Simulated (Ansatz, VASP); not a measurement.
# BAs: VASP beside Ansatz

One calculation is typed for both programs; each brings its own data sets. How far apart do they land? The cell is taken from a series of runs on this material, whose earlier steps may have relaxed, scaled, displaced or heated it; both programs get it as it stands.

Method: plane waves, with VASP 6.6.1 beside it; zone-centre phonons at LDA, in Ansatz 0.2.0.

**1. Set-up**

It takes space group I-4m2 (No. 119, tetragonal). The conventional cell has a = 3.212 Å, b = 3.212 Å, c = 4.830 Å, α = 90.00°, β = 90.00°, γ = 90.00°. Nearest to B lie 4 As at 2.01 Å. Nearest to As lie 4 B at 2.01 Å. Farther neighbours are not listed.

As a file:

```cif
data_structure
_symmetry_space_group_name_H-M 'I-4m2'
_symmetry_Int_Tables_number 119
_cell_length_a 3.2120
_cell_length_b 3.2120
_cell_length_c 4.8300
_cell_angle_alpha 90.000
_cell_angle_beta 90.000
_cell_angle_gamma 90.000
_cell_volume 49.83
loop_
_atom_site_label
_atom_site_type_symbol
_atom_site_symmetry_multiplicity
_atom_site_Wyckoff_symbol
_atom_site_fract_x
_atom_site_fract_y
_atom_site_fract_z
_atom_site_occupancy
B1 B 2 a 0.00000 0.00000 0.00000 1
As1 As 2 c 0.00000 0.50000 0.25000 1
```

**2. Ansatz: zone-centre phonons, LDA**

Ansatz runs on its PAW soft_1 files.

Second derivatives magnify differences that forces hide, and they need a tight electronic threshold.

Contents of input.yaml:

```yaml
crystal:
  lattice:
    - [0.0, 2.2711977063, 2.4149816407]
    - [2.2711977063, 0.0, 2.4149816407]
    - [2.2711977063, 2.2711977063, 0.0]
  atoms:
    - { symbol: B, position: [0.0, 0.0, 0.0] }
    - { symbol: As, position: [0.75, 0.75, 0.75] }
kpoints:
  mp_grid: { grid: [12, 12, 12] }
hamiltonian:
  xc: lda
  pseudopotentials: { kind: paw, azcp: { folder: soft_1 }, xc_functional: pbe }
scf:
  occupations: { method: fixed }
output:
  eigenvalues: true
phonons:
  method: dfpt
  dielectric: true
  rigid_motions: translations
```

Run with:

```sh
$ ansatz run input.yaml --threads 4 --pin off --max-ram 10240MiB --backend cpu --events-out ev --progress --plain --runs-dir out
```

Numbers of over 12 decimals in the logs are rounded to 6 here.

Output:

```text
Engine: ansatz 0.2.0, x86_64-unknown-linux-gnu
Pseudopotentials: kind: paw
Pseudopotential: B, paw, valence charge 3, recommended cutoff 420 eV (normal), soft_1/B.paw.azcp
Pseudopotential: As, paw, valence charge 15, recommended cutoff 420 eV (normal), soft_1/As.paw.azcp
Functional definition: SPW92
  exchange = slater_x
  correlation = pw_c
Crystal: 2 atoms, lattice volume = 24.915 Å³
Basis set: ecut = 420 eV, 493 PW (Γ), exchange–correlation on 48×48×48 points (8 copies of the dense FFT grid, shifted against one another)
Bands: 13, of which v1, the nominal top of the filled ones, is band 9 counted from 1 (8 counted from 0)
Symmetry: 8 space group operations
k-points: 868 of 1728 (irreducible under 1 space group operation, time reversal used)
Non-local potential: B, projectors of the file, l = 0: 2, l = 1: 2, l = 2: 1
Non-local potential: As, projectors of the file, l = 0: 2, l = 1: 2, l = 2: 3, l = 3: 1
PAW form: soft (Blöchl's): semilocal exchange-correlation on the pseudo side does not see the compensation charge
PAW frozen core: B, regenerated for the run's functional, and the local potential with it (the file was generated under x = pbe(κ = 0.804, μ = 0.219515), c = pbe(β = 0.066725))
PAW frozen core: As, regenerated for the run's functional, and the local potential with it (the file was generated under x = pbe(κ = 0.804, μ = 0.219515), c = pbe(β = 0.066725))
PAW one-centre angular grid: B, 110 points (default); XC on 64 Gauss nodes
PAW one-centre angular grid: As, 590 points (default); XC on 64 Gauss nodes
Initial density: superposition of atomic densities (chi_scale 0.1, normalization cell, long waves kept (reshape's long-wave potential 0.00 eV rms))
Initial wavefunctions: pseudopotential atomic-orbital guess
Functional: x = slater, c = lda
SCF iter   1: F=—  HF=-4924.267491 eV  |F-HF|=—  |Δ(HF+E_count)|=         —  Δρ=8.76e-2  dr2=2.42e0  ethr=3.10e-3  ⟨swp⟩=4.4  Hψ=57740  notcnv=0  defer=1323
preconditioner: auto → none  [insulator: Δε(μ)=1.373 eV  Ē_g=13.176 eV  n_scr=8 (ndim 8)  ℏωp=21.0 eV  f_vac=0.000  ε∞_Penn≈3.6]
SCF iter   2: F=—  HF=-4923.488058 eV  |F-HF|=—  |Δ(HF+E_count)|=   7.79e-1  Δρ=2.62e-2  dr2=1.44e-1  ethr=3.10e-3  ⟨swp⟩=2.5  Hψ=24651  notcnv=0  defer=1520
SCF iter   3: F=—  HF=-4923.445688 eV  |F-HF|=—  |Δ(HF+E_count)|=   4.24e-2  Δρ=1.04e-2  dr2=1.80e-2  ethr=8.01e-4  ⟨swp⟩=2.3  Hψ=16755  notcnv=0  defer=1718
SCF iter   4: F=—  HF=-4923.441336 eV  |F-HF|=—  |Δ(HF+E_count)|=   4.35e-3  Δρ=2.46e-3  dr2=8.77e-4  ethr=9.98e-5  ⟨swp⟩=2.6  Hψ=19992  notcnv=0  defer=1722
SCF iter   5: F=—  HF=-4923.441067 eV  |F-HF|=—  |Δ(HF+E_count)|=   2.68e-4  Δρ=5.34e-4  dr2=2.30e-5  ethr=4.87e-6  ⟨swp⟩=2.0  Hψ=20732  notcnv=0  defer=1734
SCF iter   6: F=—  HF=-4923.441080 eV  |F-HF|=—  |Δ(HF+E_count)|=   1.30e-5  Δρ=5.15e-5  dr2=1.70e-7  ethr=1.28e-7  ⟨swp⟩=2.3  Hψ=20184  notcnv=0  defer=1701
SCF iter   7: F=—  HF=-4923.441080 eV  |F-HF|=—  |Δ(HF+E_count)|=   1.85e-9  Δρ=4.17e-6  dr2=2.15e-9  ethr=9.42e-10  ⟨swp⟩=2.0  Hψ=19096  notcnv=0  defer=8
SCF iter   8: F=-4923.441080 eV  HF=-4923.441080 eV  |F-HF|=5.82e-11  |Δ(HF+E_count)|=   1.91e-9  Δρ=5.12e-7  dr2=2.95e-11  ethr=1.00e-12  ⟨swp⟩=7.4  Hψ=70641  notcnv=0
SCF 1 converged in 8 iterations: F = -4923.441080 eV  dr2 = 2.95e-11
  greatest PAW one-centre occupation: 0.999 electrons in one spin orbital (limit 2), on the As atom at site 1 (counted from 0), in its partial waves of l = 2
NSCF: frozen V_eff on 145 k-points
DFPT response loops at Γ: preconditioner auto → none (the input reference at scf.mixing.eps_inf says where Resta's filter doesn't serve); β = 0.50; Broyden in place of MSR1
── the response to a field inside a basis, on 12×12×12 k-points: an SCF that follows is theirs, and a resumed run solves both again ──
Bands: 10, of which v1, the nominal top of the filled ones, is band 9 counted from 1 (8 counted from 0)
k-points: 468 of 1728 (irreducible under 2 space group operations, time reversal used)
Initial density: handed on by an earlier stage of this run
Initial wavefunctions: pseudopotential atomic-orbital guess (no wavefunctions were taken with the density)
Eigensolver: Dense (468 Hₖ)
SCF iter   1: F=—  HF=-4923.441159 eV  |F-HF|=—  |Δ(HF+E_count)|=         —  Δρ=1.53e-4  dr2=1.31e-6  ethr=1.00e-1
preconditioner: auto → none  [insulator: Δε(μ)=0.729 eV  Ē_g=10.106 eV  n_scr=8 (ndim 8)  ℏωp=21.0 eV  f_vac=0.000  ε∞_Penn≈5.3]
SCF iter   2: F=—  HF=-4923.441159 eV  |F-HF|=—  |Δ(HF+E_count)|=  1.71e-10  Δρ=8.17e-5  dr2=4.31e-7  ethr=7.30e-9
SCF iter   3: F=-4923.441159 eV  HF=-4923.441159 eV  |F-HF|=4.25e-8  |Δ(HF+E_count)|=   1.50e-7  Δρ=1.60e-5  dr2=3.25e-8  ethr=2.40e-9
SCF 1 converged in 3 iterations: F = -4923.441159 eV  dr2 = 3.25e-8
DFPT response loops at Γ: mixed as the last ones told, above
SCF converged after 8 iterations
Free energy (F): -4923.441080 eV
Harris-Foulkes:  -4923.441080 eV  (|F-HF|=5.82e-11)
Internal energy: -4923.441080 eV  (E = F + TS)
E sigma→0 (E₀):  -4923.441080 eV
Fermi energy:    12.083869 eV
--- Per-component energies (eV) ---
  E_band       = -202.399917
  E_kinetic    = 151.433808
  E_local      = -1880.886473  (includes V_loc(G=0)·N_el)
  E_nonlocal   = -379.884279
  E_hartree    = 1072.222506
  E_xc         = -104.538532
  E_vxc        = -114.725718  (∫ρ·V_xc dr)
  E_paw        = -2005.411565  (= ΣΔE_a)
  E_vpaw       = -122.782169  (= ΣTr[D̂ρ^β])
  E_aug_tail   = -0.000003  (compensation charges beyond the density's cutoff)
  E_ewald      = -1778.497605
  E_core_change = 2.121063  (= ΣΔE_core)
  E_smearing   = -0.000000  (= −TS)
  E_closure    = -0.000000  (closes the sum)
  Σ components = -4923.441080   (vs F -4923.441080, Δ=0.00e0)
--- Band table (eV; the first three rows and the last of 868) ---
  k-point 0: bands = [... 5 lower, -4.3716, 11.4100, 12.0839, 12.0839, 15.1274, 15.1274, 15.5176, 17.6216]
  k-point 1: bands = [... 5 lower, -4.2482, 10.6894, 11.4781, 11.8545, 15.3098, 15.4553, 15.8696, 18.1299]
  k-point 2: bands = [... 5 lower, -3.8813, 8.7491, 10.8568, 11.3874, 15.3447, 16.1502, 16.4121, 19.2589]
  k-point 867: bands = [... 5 lower, -1.1812, 2.4437, 9.4800, 10.3045, 14.7582, 16.7853, 17.0360, 20.8060]
--- Phonons (Γ-DFPT): 4 representative perturbations + reference, on 868 of 1728 k-points (Σ response iterations 12) ---
  k mesh reduced under 1 symmetry operation, with k and −k counted as one. Each operation leaves every solved perturbation unchanged. A smaller set is not considered because the run solves the response to a homogeneous field
  ASR residual: 2.746e-4 → 0.000e0 eV/Å²; symmetrization residual: 4.942e-7 eV/Å²
  ASR residual per site (eV/Å²): 2.75e-4 1.26e-4
  Γ frequencies (cm⁻¹): 0.00 0.00 0.00 739.59 739.59 743.01
  ε∞ (high-frequency dielectric tensor):
        9.192524     0.000000     0.000000
        0.000000     9.192524     0.000000
        0.000000     0.000000    10.289630
  ε⁰ (static dielectric tensor: ions relaxed, cell fixed):
        9.394318     0.000000    -0.000000
        0.000000     9.394318     0.000000
       -0.000000     0.000000    10.452253
  ε⁰ − ε∞ (ionic part):
        0.201794     0.000000    -0.000000
        0.000000     0.201794     0.000000
       -0.000000     0.000000     0.162622
  softest optical mode at Γ: 739.59 cm⁻¹; the repairs (sum rule, projections) moved no ω² at Γ by more than (2.64 cm⁻¹)²
  Born effective charges Z* (e; rows j = field, columns β = displacement):
    site 0:
        -0.72662   -0.00000    0.00000
         0.00000   -0.72662   -0.00000
        -0.00000   -0.00000   -0.65531
    site 1:
         0.72662    0.00000   -0.00000
         0.00000    0.72662    0.00000
         0.00000    0.00000    0.65531
  Z* charge neutrality: 1.981e-4 e pre-enforcement
  solved inside a basis spanned on kpoints, on 12×12×12 k-points, its susceptibility summed on 16×16×16: ε∞ is read to err by 2.9e-2, Z* by 1.6e-2 e (field_mesh: kpoints solves on kpoints); Z* is corrected for what the basis lacks
  optical modes at Γ without the LO–TO term, one row a degenerate level:
      ω (cm⁻¹)  modes    IR ((D/Å)²/amu)
        739.59      2             2.5788
        743.01      1             1.0487
  optical modes at Γ + LO–TO along q̂ = [1.0000, 0.0000, 0.0000]:
      ω (cm⁻¹)  modes    IR ((D/Å)²/amu)
        739.59      1             1.2894
        743.01      1             1.0487
        747.67      1             1.2894
  optical modes at Γ + LO–TO along q̂ = [0.0000, 1.0000, 0.0000]:
      ω (cm⁻¹)  modes    IR ((D/Å)²/amu)
        739.59      1             1.2894
        743.01      1             1.0487
        747.67      1             1.2894
  optical modes at Γ + LO–TO along q̂ = [0.0000, 0.0000, 1.0000]:
      ω (cm⁻¹)  modes    IR ((D/Å)²/amu)
        739.59      2             2.5788
        748.86      1             1.0487
```

Reading the cycles: dr2 is the Hartree energy of the density residual (eV), the measure of convergence; HF is the Harris–Foulkes estimate of the energy, which meets the free energy F at convergence.

(Part 1 of 2 ends here.)

[Lines on the potential files, build, host, timing and source positions are cut from VASP's logs without a mark.]

[Logs are printed without paths, hosts, clocks, repeated set-up lines and the standing remarks that a program may print on its own settings, such as how far it seeks lower states.]

[Hosts, paths, dates, database ids (printed as entryN), source tags and the programs' standing remarks are cut or masked in the printed files.]
